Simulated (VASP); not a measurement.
# Y: accuracy against cost in the k-mesh and PAW data sets

How sensitive are energy, pressure and forces of Y to the k-mesh and PAW data sets? The series runs use PBE. The k-mesh tried: 2 2 1; 3 3 2; 4 4 2; 5 5 3; 6 6 4; 8 8 5; 10 10 6; 13 13 7. The PAW data sets tried: minimal 64: Y_sv; recommended 54: Y_sv; gw 64: Y_sv_GW. The atoms of the start are displaced at random from the sites of a P6_3/mmc cell.

Method: PBE; plane waves and PAW (Y_sv), in the first sound run; inputs show where later runs differ, in VASP 6.6.1.

Most raw output is cut from this account.

## (1) The structure

Symmetry: P-1, No. 2, triclinic system. The conventional cell has a = 3.647 Å, b = 3.647 Å, c = 5.731 Å, α = 90.00°, β = 90.00°, γ = 120.00°. Nearest to Y lie 12 Y at 3.49 to 3.65 Å.

Coordinates:

```xyz
2
Lattice="3.6474 0.0000 0.0000 -1.8237 3.1587 0.0000 0.0000 0.0000 5.7306" Properties=species:S:1:pos:R:3 pbc="T T T"
Y     0.0335    2.0693    1.4397
Y     1.7998    1.0765    4.3302
```

## (2) K-mesh: 2 2 1

The sum over the zone converges with the mesh, fast for insulators and slowly for metals. PBE, the usual starting point, adds the gradient of the density.

The input, INCAR:

```
SYSTEM = Y
PREC = Accurate
ENCUT = 400
EDIFF = 1E-06
NELM = 100
ISMEAR = -1
SIGMA = 0.05
LREAL = .FALSE.
ALGO = Normal
GGA = PE
NBANDS = 17
LASPH = .TRUE.
LORBIT = 11
LWAVE = .FALSE.
LCHARG = .FALSE.
NCORE = 2
ISIF = 2
```

The input, POSCAR:

```
Y
1.0
    3.6474000000      0.0000000000      0.0000000000
   -1.8237000000      3.1587410578      0.0000000000
    0.0000000000      0.0000000000      5.7306000000
Y
2
Direct
    0.3367440000      0.6551140000      0.2512290000
    0.6638400000      0.3408000000      0.7556330000
```

The input, KPOINTS:

```
Automatic mesh
0
Gamma
2 2 1
0 0 0
```

PAW data sets: Y_sv (PBE family, release 64).

On the command line:

```bash
mpirun -np 2 vasp_std
```

The job ended after 4 s (2 MPI ranks of Intel Xeon Platinum 8488C (Sapphire Rapids), shared host; peak memory 0.25 GiB; 5.9 s of CPU time).

This step gave:

```
electronic steps        : 12
electrons               : 22
bands                   : 17
irreducible k points    : 4
symmetry operations     : 2
free energy (TOTEN)     : -14.08 eV
energy at zero smearing : -14.05 eV
Fermi energy            : 2.846 eV
pressure                : -8.531 GPa
metallic                : yes
```

The series starts at -7.0262 eV an atom and -8.53 GPa, after 12 cycles in 4 s.

## (3) K-mesh: 3 3 2

Changes to INCAR since step 2:

```diff
@@ -15,3 +15,3 @@
 LCHARG = .FALSE.
-NCORE = 2
+KPAR = 2
 ISIF = 2
```

POSCAR is that of step 2.

The input, KPOINTS:

```
Automatic mesh
0
Gamma
3 3 2
0 0 0
```

On the command line:

```bash
mpirun -np 2 vasp_std
```

The job ended after 6.2 s (2 MPI ranks; peak memory 0.3 GiB).

Against the run before the energy moves by +647.87 meV an atom and the pressure by +7.56 GPa, after 14 cycles in 6.2 s.

## (4) K-mesh: 4 4 2

INCAR is that of step 3.

POSCAR is that of step 3.

The input, KPOINTS:

```
Automatic mesh
0
Gamma
4 4 2
0 0 0
```

On the command line:

```bash
mpirun -np 2 vasp_std
```

Wall time 7.2 s (2 MPI ranks); peak memory 0.31 GiB.

Against the run before the energy moves by -26.82 meV an atom and the pressure by +1.56 GPa, after 14 cycles in 7.2 s.

## (5) K-mesh: 5 5 3

INCAR is that of step 4.

POSCAR is that of step 4.

The input, KPOINTS:

```
Automatic mesh
0
Gamma
5 5 3
0 0 0
```

On the command line:

```bash
mpirun -np 2 vasp_std
```

Wall time 9.4 s (2 MPI ranks); peak memory 0.33 GiB.

Against the run before the energy moves by -1.34 meV an atom and the pressure by -0.79 GPa, after 13 cycles in 9.4 s.

## (6) K-mesh: 6 6 4

INCAR is that of step 5.

POSCAR is that of step 5.

The input, KPOINTS:

```
Automatic mesh
0
Gamma
6 6 4
0 0 0
```

On the command line:

```bash
mpirun -np 2 vasp_std
```

Elapsed: 15 s, on 2 MPI ranks; peak memory 0.38 GiB.

Against the run before the energy moves by -30.36 meV an atom and the pressure by -0.03 GPa, after 14 cycles in 15 s.

## (7) K-mesh: 8 8 5

INCAR is that of step 6.

POSCAR is that of step 6.

The input, KPOINTS:

```
Automatic mesh
0
Gamma
8 8 5
0 0 0
```

On the command line:

```bash
mpirun -np 2 vasp_std
```

The job ended after 27 s (2 MPI ranks; peak memory 0.48 GiB).

Against the run before the energy moves by +13.02 meV an atom and the pressure by -0.03 GPa, after 14 cycles in 27 s.

## (8) K-mesh: 10 10 6

INCAR is that of step 7.

POSCAR is that of step 7.

The input, KPOINTS:

```
Automatic mesh
0
Gamma
10 10 6
0 0 0
```

On the command line:

```bash
mpirun -np 2 vasp_std
```

Elapsed: 47 s, on 2 MPI ranks; peak memory 0.64 GiB.

Against the run before the energy moves by -7.16 meV an atom and the pressure by -0.08 GPa, after 14 cycles in 47 s.

## (9) K-mesh: 13 13 7

INCAR is that of step 8.

POSCAR is that of step 8.

The input, KPOINTS:

```
Automatic mesh
0
Gamma
13 13 7
0 0 0
```

On the command line:

```bash
mpirun -np 2 vasp_std
```

It took 84 s on 2 MPI ranks; peak memory 0.99 GiB; 2.7 min of CPU time.

Against the run before the energy moves by +2.66 meV an atom and the pressure by +0.06 GPa, after 14 cycles in 84 s.

## (10) The k-mesh series as a table

This step: convergence of PBE results with the mesh; plane waves and PAW (VASP 6.6.1).

No new run; the numbers come from the runs before.

Differences are taken from the run with 13 13 7. Results of the series, by row:

| setting | status | energy less the reference (meV/atom) | pressure (GPa) | largest force difference (meV/Å) | SCF cycles | wall time (s) |
| --- | --- | --- | --- | --- | --- | --- |
| 2 2 1 | converged | -597.9 | -8.531 | 126.2 | 12 | 4 |
| 3 3 2 | converged | 50.01 | -0.9686 | 22.12 | 14 | 6.2 |
| 4 4 2 | converged | 23.18 | 0.5941 | 24 | 14 | 7.2 |
| 5 5 3 | converged | 21.84 | -0.1928 | 30.7 | 13 | 9.4 |
| 6 6 4 | converged | -8.517 | -0.2209 | 3.027 | 14 | 15.4 |
| 8 8 5 | converged | 4.503 | -0.2486 | 2.862 | 14 | 27 |
| 10 10 6 | converged | -2.658 | -0.3265 | 8.671 | 14 | 47 |
| 13 13 7 | converged | 0 | -0.2618 | 0 | 14 | 84 |

## (11) PAW data sets: minimal 64: Y sv

This step: PBE; plane waves and PAW (Y_sv) (VASP 6.6.1).

Data sets differ in which electrons are valence and how hard the partial waves are.

INCAR is that of step 9.

POSCAR is that of step 9.

The input, KPOINTS:

```
Automatic mesh
0
Gamma
7 7 4
0 0 0
```

On the command line:

```bash
mpirun -np 2 vasp_std
```

Run time: 17 s. Hardware: 2 MPI ranks; peak memory 0.4 GiB.

The k-mesh is coarse for a metal.

Numbers from this step:

```
electronic steps        : 13
irreducible k points    : 99
free energy (TOTEN)     : -12.88 eV
energy at zero smearing : -12.87 eV
Fermi energy            : 2.983 eV
pressure                : -0.2084 GPa
```

The series starts at -6.4337 eV an atom and -0.21 GPa, after 13 cycles in 17 s.

## (12) PAW data sets: recommended 54: Y sv

INCAR is that of step 11.

POSCAR is that of step 11.

KPOINTS is that of step 11.

The projector-augmented-wave data sets are Y_sv (PBE family, release 54).

On the command line:

```bash
mpirun -np 2 vasp_std
```

Elapsed: 17 s, on 2 MPI ranks; peak memory 0.4 GiB; 31 s of CPU time.

With 22 valence electrons the pressure is -0.21 GPa, +0.00 GPa from the first of the series, after 13 cycles in 17 s.

## (13) PAW data sets: GW 64: Y sv GW

This step: PBE; plane waves and PAW (Y_sv_GW) (VASP 6.6.1).

Changes to INCAR since step 12:

```diff
@@ -2,3 +2,3 @@
 PREC = Accurate
-ENCUT = 400
+ENCUT = 450
 EDIFF = 1E-06
```

POSCAR is that of step 12.

KPOINTS is that of step 12.

Potentials, in the order of the species: Y_sv_GW (PBE family, release 64).

On the command line:

```bash
mpirun -np 2 vasp_std
```

It took 30 s on 2 MPI ranks; peak memory 0.49 GiB.

With 22 valence electrons the pressure is -0.45 GPa, -0.24 GPa from the first of the series, after 14 cycles in 30 s.

## (14) The PAW data sets series as a table

This step: convergence of PBE results with the datasets; plane waves and PAW (VASP 6.6.1).

No new run; the numbers come from the runs before.

Differences are taken from the run with minimal 64: Y_sv. Results of the series, by row:

| setting | status | pressure (GPa) | largest force difference (meV/Å) | SCF cycles | wall time (s) |
| --- | --- | --- | --- | --- | --- |
| minimal 64: Y_sv, 400 eV | converged | -0.2084 | 0 | 13 | 17.4 |
| recommended 54: Y_sv, 400 eV | converged | -0.2084 | 0 | 13 | 17.2 |
| gw 64: Y_sv_GW, 450 eV | converged | -0.453 | 23.02 | 14 | 30 |

## (15) Results

```
k-mesh from which the energy stays within 10 meV/atom of the reference : 6 6 4
k-mesh from which the energy stays within 1 meV/atom of the reference  : none before the reference itself
k-mesh from which the pressure stays within 0.2 GPa of the reference   : 5 5 3
spread of the pressure over the k-mesh                                 : 9.13 GPa
spread of the energy over the k-mesh                                   : 648 meV/atom
spread of the pressure over the PAW data sets                          : 0.245 GPa
```

**Reading.** No run before the reference (13 13 7) settles within 1 meV an atom of it; the nearest step is off by -2.7 meV an atom, -0.06 GPa, 8.7 meV/Å in forces. The pressure holds within 0.2 GPa from 5 5 3 on. The energy swings above and below the reference, since the sum over k-points is not variational. A metal's Fermi surface slows this convergence. The choice of data set moves the pressure between -0.45 GPa (gw 64: Y_sv_GW) and -0.21 GPa (minimal 64: Y_sv); the cutoffs differ too (400 and 450 eV). Differences are taken from the run with 13 13 7, which is itself not the exact limit. Data sets differ in their zero of energy, so energies are not compared. The runs at 2 2 1; 3 3 2 are over 30 meV an atom or 2 GPa off and describe the material poorly.

[Lines on the potential files, build, host, timing and source positions are cut from VASP's logs without a mark.]

[Logs are printed without paths, hosts, clocks, repeated set-up lines and the standing remarks that a program may print on its own settings, such as how far it seeks lower states.]

[Hosts, paths, dates, database ids (printed as entryN), source tags and the programs' standing remarks are cut or masked in the printed files.]

[A measured line is paired with the nearest computed mode of its activity, which favours agreement.]
